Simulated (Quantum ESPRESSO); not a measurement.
# Sn (Fd-3m) in Quantum ESPRESSO: settings compared

Aim: see how the results for Sn move with the level of theory and the settings. Levels: BP86+D4, OLYP+D4, PW86PBE+D4. Tasks: equation of state.

All numbers are computed with Quantum ESPRESSO 7.5; they aren't measurements. Logs are shortened: lines on timing, memory, paths and dates and some standing lists are left out, and cuts for length are marked.

### Step 1. Starting point

It takes space group Fd-3m (No. 227, cubic). Conventional cell: a = 6.467 Å, b = 6.467 Å, c = 6.467 Å, α = 90.00°, β = 90.00°, γ = 90.00°. Around Sn (site symmetry -43m) lie 4 Sn at 2.80 Å.

This isn't the form of Sn at room conditions, which is tetragonal (white tin).

### Step 2. Equation of state, BP86+D4

File run.py:

```python
import numpy as np
from ase.calculators.espresso import Espresso, EspressoProfile
from ase import Atoms

atoms = Atoms(['Sn', 'Sn'],
              cell=[[0.0, 3.2333428, 3.2333428], [3.2333428, 0.0, 3.2333428], [3.2333428, 3.2333428, 0.0]],
              scaled_positions=[[0.75, 0.75, 0.75], [0.5, 0.5, 0.5]],
              pbc=True)

input_data = {
    'control': {'calculation': 'scf', 'prefix': 'pwscf', 'outdir': './tmp', 'tprnfor': True, 'tstress': True, 'disk_io': 'nowf'},
    'system': {'ecutwfc': 72.0, 'nbnd': 21, 'input_dft': 'bp', 'occupations': 'smearing', 'smearing': 'fd', 'degauss': 0.00367493},
    'electrons': {'conv_thr': 4e-10, 'electron_maxstep': 120, 'mixing_beta': 0.5},
}
pseudopotentials = {'Sn': 'Sn.upf'}
profile = EspressoProfile(command='pw.x', pseudo_dir='pseudo')
dft = Espresso(profile=profile, input_data=input_data, pseudopotentials=pseudopotentials, kpts=(7, 7, 7), koffset=(0, 0, 0))
from ase.calculators.mixing import SumCalculator
from dftd4.ase import DFTD4
d4 = DFTD4(method='bp86')
atoms.calc = SumCalculator([dft, d4])

from ase.eos import EquationOfState
from ase.units import GPa
cell, v, e = atoms.cell.copy(), [], []
for x in [0.94, 0.96, 0.98, 1.0, 1.02, 1.04, 1.06]:
    atoms.set_cell(cell * x ** (1 / 3), scale_atoms=True)
    v.append(atoms.get_volume() / len(atoms))
    e.append(atoms.get_potential_energy() / len(atoms))
    print(f'V {v[-1]:.6f} A^3/atom  E {e[-1]:.8f} eV/atom')
v0, e0, b0 = EquationOfState(v, e, eos='birchmurnaghan').fit()
print(f'V0 {v0:.5f} A^3/atom  E0 {e0:.6f} eV/atom  B0 {b0 / GPa:.2f} GPa')
```

Potentials or basis: PseudoDojo 0.4.1 SR PBE standard.

Run with:

```
OMP_NUM_THREADS=1 python run.py
```

Standard output:

```text
V 31.774821 A^3/atom  E -2147.88962467 eV/atom
V 32.450881 A^3/atom  E -2147.90681891 eV/atom
V 33.126941 A^3/atom  E -2147.91867906 eV/atom
V 33.803001 A^3/atom  E -2147.92589804 eV/atom
V 34.479061 A^3/atom  E -2147.92897320 eV/atom
V 35.155121 A^3/atom  E -2147.92846675 eV/atom
V 35.831181 A^3/atom  E -2147.92460973 eV/atom
V0 34.70319 A^3/atom  E0 -2147.929190 eV/atom  B0 42.66 GPa
```

espresso.pwi:

```text
&CONTROL
   calculation      = 'scf'
   tstress          = .true.
   tprnfor          = .true.
   outdir           = './tmp'
   prefix           = 'pwscf'
   disk_io          = 'nowf'
   pseudo_dir       = 'pseudo'
/
&SYSTEM
   nbnd             = 21
   ecutwfc          = 72.0
   occupations      = 'smearing'
   degauss          = 0.00367493
   smearing         = 'fd'
   input_dft        = 'bp'
   ntyp             = 1
   nat              = 2
   ibrav            = 0
/
&ELECTRONS
   electron_maxstep = 120
   conv_thr         = 4e-10
   mixing_beta      = 0.5
/
&IONS
/
&CELL
/
&FCP
/
&RISM
/
ATOMIC_SPECIES
Sn 118.71 Sn.upf

K_POINTS automatic
7 7 7  0 0 0

CELL_PARAMETERS angstrom
0.00000000000000 3.29675777816655 3.29675777816655
3.29675777816655 0.00000000000000 3.29675777816655
3.29675777816655 3.29675777816655 0.00000000000000

ATOMIC_POSITIONS angstrom
Sn 4.9451366672 4.9451366672 4.9451366672  
Sn 3.2967577782 3.2967577782 3.2967577782
```

espresso.pwo:

```text
This program is part of the open-source Quantum ESPRESSO suite
     for quantum simulation of materials; please cite
         "P. Giannozzi et al., J. Phys.:Condens. Matter 21 395502 (2009);
         "P. Giannozzi et al., J. Phys.:Condens. Matter 29 465901 (2017);
         "P. Giannozzi et al., J. Chem. Phys. 152 154105 (2020);
     in publications or presentations arising from this work. More details at

Warning: card &CELL ignored
Warning: card &FCP ignored
Warning: card &RISM ignored

     IMPORTANT: XC functional enforced from input :
     Exchange-correlation= BP
                           (   1   1   1   1   0   0   0)
     Any further DFT definition will be discarded
     Please, verify this is what you really want

     Message from routine setup:
     using ibrav=0 with symmetry is DISCOURAGED, use correct ibrav instead

     G-vector sticks info
     --------------------
     sticks:   dense  smooth     PW     G-vecs:    dense   smooth      PW
     Sum        1531    1531    439                39957    39957    6183

     Using Slab Decomposition

     bravais-lattice index     =            0
     lattice parameter (alat)  =       8.8105  a.u.
     unit-cell volume          =     483.6016 (a.u.)^3
     number of atoms/cell      =            2
     number of atomic types    =            1
     number of electrons       =        28.00
     number of Kohn-Sham states=           21
     kinetic-energy cutoff     =      72.0000  Ry
     charge density cutoff     =     288.0000  Ry
     scf convergence threshold =      4.0E-10
     mixing beta               =       0.5000
     number of iterations used =            8  plain     mixing
     Exchange-correlation= BP
                           (   1   1   1   1   0   0   0)

     celldm(1)=   8.810507  celldm(2)=   0.000000  celldm(3)=   0.000000
     celldm(4)=   0.000000  celldm(5)=   0.000000  celldm(6)=   0.000000

     crystal axes: (cart. coord. in units of alat)
               a(1) = (   0.000000   0.707107   0.707107 )
               a(2) = (   0.707107   0.000000   0.707107 )
               a(3) = (   0.707107   0.707107   0.000000 )

     reciprocal axes: (cart. coord. in units 2 pi/alat)
               b(1) = ( -0.707107  0.707107  0.707107 )
               b(2) = (  0.707107 -0.707107  0.707107 )
               b(3) = (  0.707107  0.707107 -0.707107 )

     PseudoPot. # 1 for Sn read from file:
     Sn.upf
     Pseudo is Norm-conserving + core correction, Zval = 14.0
     Generated using ONCVPSP code by D. R. Hamann
     Using radial grid of 1628 points,  6 beta functions with:
                l(1) =   0
                l(2) =   0
                l(3) =   1
                l(4) =   1
                l(5) =   2
                l(6) =   2

     atomic species   valence    mass     pseudopotential
     Sn               14.00   118.71000     Sn( 1.00)

     48 Sym. Ops., with inversion, found (24 have fractional translation)

   Cartesian axes

     site n.     atom                  positions (alat units)
         1        Sn     tau(   1) = (   1.0606602   1.0606602   1.0606602  )
         2        Sn     tau(   2) = (   0.7071068   0.7071068   0.7071068  )

     number of k points=    20  Fermi-Dirac smearing, width (Ry)=  0.0037
                       cart. coord. in units 2pi/alat
        k(    1) = (   0.0000000   0.0000000   0.0000000), wk =   0.0058309
        k(    2) = (   0.1010153   0.1010153  -0.1010153), wk =   0.0466472
        k(    3) = (   0.2020305   0.2020305  -0.2020305), wk =   0.0466472
        k(    4) = (   0.3030458   0.3030458  -0.3030458), wk =   0.0466472
        k(    5) = (   0.2020305  -0.0000000   0.0000000), wk =   0.0349854
        k(    6) = (   0.3030458   0.1010153  -0.1010153), wk =   0.1399417
[... 12 lines left out ...]
        k(   19) = (  -0.1010153  -0.5050763   0.7071068), wk =   0.1399417
        k(   20) = (   0.0000000  -0.4040610   0.6060915), wk =   0.1399417

     Dense  grid:    39957 G-vectors     FFT dimensions: (  48,  48,  48)

     Initial potential from superposition of free atoms

     starting charge      27.9969, renormalised to      28.0000
     Starting wfcs are   18 randomized atomic wfcs +    3 random wfcs

     Self-consistent Calculation

     iteration #  1     ecut=    72.00 Ry     beta= 0.50
     Davidson diagonalization with overlap
     ethr =  1.00E-02,  avg # of iterations =  5.7

     Threshold (ethr) on eigenvalues was too large:
     Diagonalizing with lowered threshold

     Davidson diagonalization with overlap
     ethr =  9.25E-05,  avg # of iterations =  3.7

     total energy              =    -315.65490132 Ry
     estimated scf accuracy    <       0.02646152 Ry

     iteration #  2     ecut=    72.00 Ry     beta= 0.50
     Davidson diagonalization with overlap
     ethr =  9.45E-05,  avg # of iterations =  1.0
[... 57 lines left out ...]
     total energy              =    -315.65509220 Ry
     estimated scf accuracy    <          1.9E-09 Ry

     iteration # 11     ecut=    72.00 Ry     beta= 0.50
     Davidson diagonalization with overlap
     ethr =  6.85E-12,  avg # of iterations =  2.0

     End of self-consistent calculation

          k = 0.0000 0.0000 0.0000 (  5029 PWs)   bands (ev):

   -14.2615 -14.2615 -14.2615 -14.2077 -14.2077 -13.9360 -13.9360 -13.9360
   -13.9323 -13.9323  -2.9318   6.3174   7.4749   7.4749   7.4749   9.5430
     9.5430   9.5430  12.4517  15.2838  15.2838

          k = 0.1010 0.1010-0.1010 (  4984 PWs)   bands (ev):

   -14.2728 -14.2728 -14.2571 -14.1916 -14.1916 -13.9606 -13.9606 -13.9414
   -13.9108 -13.9108  -2.7455   4.8170   7.1492   7.1492   7.8232   9.9670
     9.9670  10.3384  13.3230  14.4118  14.4118
[... 7 lines left out ...]
          k = 0.3030 0.3030-0.3030 (  4994 PWs)   bands (ev):

   -14.2927 -14.2927 -14.2381 -14.1560 -14.1560 -13.9908 -13.9908 -13.9642
   -13.8888 -13.8888  -1.5553   1.4770   6.3809   6.3809   7.2919  10.6089
    10.6089  13.1853  14.6037  15.6184  15.6184

          k = 0.2020-0.0000 0.0000 (  4957 PWs)   bands (ev):

   -14.2712 -14.2712 -14.2679 -14.1937 -14.1739 -13.9922 -13.9456 -13.9225
   -13.9225 -13.9081  -2.6817   4.6841   6.6688   6.6688   8.9261   8.9660
    10.6633  10.6633  13.3699  13.6176  15.5147

          k = 0.3030 0.1010-0.1010 (  4959 PWs)   bands (ev):

   -14.2916 -14.2832 -14.2512 -14.1731 -14.1458 -14.0217 -13.9682 -13.9353
   -13.9038 -13.8899  -2.2594   3.2450   6.0192   6.1955   8.8520   9.4910
    11.3655  11.4980  13.5749  14.7186  15.3644
[... 19 lines left out ...]
          k =-0.0000-0.2020 0.2020 (  4962 PWs)   bands (ev):

   -14.2875 -14.2821 -14.2472 -14.1808 -14.1649 -13.9905 -13.9744 -13.9388
   -13.9083 -13.8915  -2.4417   3.7175   5.8985   7.0564   8.4805  10.1153
    10.2616  11.3769  13.6567  14.3317  14.5068

          k = 0.4041-0.0000 0.0000 (  4981 PWs)   bands (ev):

   -14.2908 -14.2908 -14.2570 -14.1548 -14.1068 -14.0696 -13.9831 -13.9193
   -13.8942 -13.8942  -1.9425   2.6769   5.6914   5.6914   8.3013   9.3330
    12.5406  12.5406  13.3859  15.8984  16.2111

          k = 0.5051 0.1010-0.1010 (  4995 PWs)   bands (ev):

   -14.3096 -14.2996 -14.2255 -14.1286 -14.0982 -14.0788 -14.0102 -13.9551
   -13.8809 -13.8701  -1.3196   1.5892   4.9896   5.4596   8.5393   9.5326
    12.3938  12.9847  15.4511  16.3010  16.8685

          k =-0.1010-0.5051 0.5051 (  4988 PWs)   bands (ev):

   -14.3243 -14.3051 -14.1929 -14.1050 -14.0951 -14.0784 -14.0373 -13.9898
   -13.8728 -13.8539  -0.7490   0.8206   4.3362   5.5772   8.6293  11.1266
    12.1859  12.6001  14.3938  15.5228  17.0702

          k = 0.0000-0.4041 0.4041 (  4984 PWs)   bands (ev):

   -14.3212 -14.3050 -14.1923 -14.1343 -14.1082 -14.0393 -14.0300 -13.9948
   -13.8726 -13.8587  -1.1761   1.3569   4.3130   6.0064   8.8133  11.7645
    11.8247  11.9576  14.0206  14.1635  17.3113

          k = 0.6061-0.0000 0.0000 (  4980 PWs)   bands (ev):

   -14.3049 -14.3049 -14.2162 -14.1497 -14.0990 -14.0378 -14.0315 -13.9640
   -13.8731 -13.8731  -0.7505   0.8241   5.1548   5.1548   8.1382   8.5568
    14.3633  14.3633  15.3430  17.1012  17.3823

          k =-0.0000-0.6061 0.6061 (  4966 PWs)   bands (ev):

   -14.3172 -14.3071 -14.1849 -14.1565 -14.0731 -14.0651 -14.0232 -13.9961
   -13.8700 -13.8601  -0.1254   0.1465   4.6283   5.1986   8.3628   9.2491
    13.8679  14.1114  15.1500  16.3893  17.2722

          k = 0.4041 0.2020 0.0000 (  4989 PWs)   bands (ev):

   -14.3029 -14.3010 -14.2257 -14.1530 -14.1158 -14.0526 -13.9886 -13.9610
   -13.8804 -13.8784  -1.7399   2.2286   5.0173   5.9483   9.4770   9.5392
    11.2697  12.3239  14.2828  15.5889  16.2259

          k =-0.2020-0.4041 0.6061 (  5002 PWs)   bands (ev):

   -14.3193 -14.3068 -14.1940 -14.1299 -14.1028 -14.0609 -14.0177 -13.9926
   -13.8719 -13.8599  -1.0594   1.1762   4.5304   5.5820   9.3821  10.3713
    11.6759  12.7112  14.3119  15.6572  16.5082

          k =-0.1010-0.5051 0.7071 (  4998 PWs)   bands (ev):

   -14.3158 -14.3136 -14.1867 -14.1252 -14.1009 -14.0515 -14.0403 -13.9938
   -13.8641 -13.8622  -0.6394   0.7365   4.6673   4.9790   9.2827   9.4908
    12.1985  13.7193  15.4595  16.1148  17.4605

          k = 0.0000-0.4041 0.6061 (  5013 PWs)   bands (ev):

   -14.3254 -14.3144 -14.1658 -14.1066 -14.0916 -14.0637 -14.0586 -14.0125
   -13.8630 -13.8522  -0.3855   0.4719   4.2872   5.0428   9.5554  11.1565
    11.8531  11.9185  14.9104  15.9790  17.6017

     the Fermi energy is     7.2737 ev

!    total energy              =    -315.65509220 Ry
     estimated scf accuracy    <          1.5E-10 Ry
     smearing contrib. (-TS)   =      -0.00023826 Ry
     internal energy E=F+TS    =    -315.65485394 Ry

     The total energy is F=E-TS. E is the sum of the following terms:
     one-electron contribution =    -146.67595064 Ry
     hartree contribution      =      89.05066350 Ry
     xc contribution           =     -88.55643366 Ry
     ewald contribution        =    -169.47313314 Ry

     convergence has been achieved in  11 iterations

     Forces acting on atoms (cartesian axes, Ry/au):

     atom    1 type  1   force =     0.00000000    0.00000000    0.00000000
     atom    2 type  1   force =    -0.00000000   -0.00000000   -0.00000000

     Total force =     0.000000     Total SCF correction =     0.000000

     Computing stress (Cartesian axis) and pressure

          total   stress  (Ry/bohr**3)                   (kbar)     P=       14.18
   0.00009641   0.00000000   0.00000000           14.18        0.00        0.00
  -0.00000000   0.00009641   0.00000000           -0.00       14.18        0.00
  -0.00000000   0.00000000   0.00009641           -0.00        0.00       14.18

=------------------------------------------------------------------------------=
   JOB DONE.
=------------------------------------------------------------------------------=
```

Run time: 3.4 min. Hardware: 1 thread of Arm Neoverse V2, shared host; peak memory 0.09 GiB.

Results:

```
Equilibrium volume                      : 34.70 Å³/atom
Bulk modulus                            : 43 GPa
Pressure derivative of the bulk modulus : 5.3 (rough: it moves with the points fitted)
```

Energy against volume, from the lowest point:
```tsv
volume (Å³/atom)	energy (meV/atom)
31.775	39.35
32.451	22.15
33.127	10.29
33.803	3.08
34.479	0.00
35.155	0.51
35.831	4.36
```

Caveat: the potentials were made for another functional, which shifts forces and pressure. Zero-point motion and thermal expansion aren't in these numbers.

(Continued in part 2 of 2.)
